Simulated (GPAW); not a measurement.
Input of a GPAW 26.7.0 run:

run.py

```python
from ase.dft.bandgap import bandgap
from ase.io import read, write
from ase.units import GPa
from gpaw import GPAW, PW, setup_paths

setup_paths.insert(0, '.')

atoms = read('InAs.xyz')

calc = GPAW(mode=PW(450),
            xc='PBEsol',
            kpts={'size': (6, 6, 6), 'gamma': True},
            occupations={'name': 'fermi-dirac', 'width': 0.05},
            nbands=18,
            convergence={'density': 1e-05, 'energy': 1e-05},
            maxiter=80,
            txt='gpaw.txt')
atoms.calc = calc
energy = atoms.get_potential_energy()
forces = atoms.get_forces()
stress = atoms.get_stress()
calc.write('gs.gpw')
write('result.traj', atoms)
print(f'Energy: {energy:.6f} eV')
print('Forces (eV/A):')
print(forces.round(4))
print('Stress (GPa):', (stress / GPa).round(3))
print('Fermi level:', round(calc.get_fermi_level(), 4), 'eV')
print(f'Gap: {bandgap(calc)[0]:.4f} eV, direct: {bandgap(calc, direct=True)[0]:.4f} eV')
```

InAs.xyz

```xyz
2
Lattice="0.0000000000 3.0180000000 3.0180000000 3.0180000000 0.0000000000 3.0180000000 3.0180000000 3.0180000000 0.0000000000" Properties=species:S:1:pos:R:3 pbc="T T T"
In     0.0000000000      0.0000000000      0.0000000000
As     4.5270000000      4.5270000000      4.5270000000
```

Potentials or basis: PAW data sets generated in the run's folder for this functional, pw.

Launch:

```sh
$ gpaw-setup -f PBEsol As In
$ OMP_NUM_THREADS=1 python run.py
```

Question: What does it give for the pressure?

Answer: 0.4 GPa.

Question: Predict the band gap on the k mesh.

Answer: None (metal or under the smearing width).

Caveat: the cutoff is short for stress and forces, so pressures can be off by a GPa or more; this crystal is a semiconductor, whose small gap the functional closes, so the metal is an error of the method.

**Measured values to compare with.**

From a printed reference work, data compilation, for a bulk crystal of InAs at 4.2 K: band gap 0.418 eV (direct).

Measured gap of InAs: 0.418 eV (direct; 4.2 K; a printed reference work, data compilation). This calculation gives 0.00 eV (-0.42 eV). Spin-orbit coupling on As, In is left out. The value is that of PBEsol on a finite k mesh, which can miss the band edges, without temperature or zero-point motion. Semilocal functionals fall short of measured gaps as a rule.
